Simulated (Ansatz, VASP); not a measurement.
C: VASP beside Ansatz

```
C
1.0
     2.46572    0.00000    0.00000
    -1.23286    2.13538    0.00000
     0.00000    0.00000   17.50000
C
4
Cartesian
  0.0000 1.4236 4.5000
  1.2329 0.7118 4.4999
  -0.6164 2.4913 7.9168
  0.6164 1.7795 7.9168
```

Alike in both runs: functional PBE; dispersion D3(BJ); k mesh 15 × 15 × 1; occupations gaussian, width 0.1 eV; no spin polarisation.

Ansatz relaxed the structure, and its values are those at the end. VASP's run is a single point on that final structure, the one shown.

```csv
,VASP,Ansatz
version,VASP 6.6.1,Ansatz 0.2.0
potentials or method,"VASP PAW PBE potentials, release 64 (C)","scalar-relativistic, plane waves, PAW"
plane-wave cutoff (eV),520,420
valence electrons in the cell,16,16
```

```tsv
	VASP	Ansatz	Ansatz less VASP
gap on the k mesh at the Fermi level (eV)	0.20	0.20	0.000
least direct gap on the mesh (eV)	0.20	0.20	0.000
```

Ansatz warned: «structure_snapped_to_symmetry».
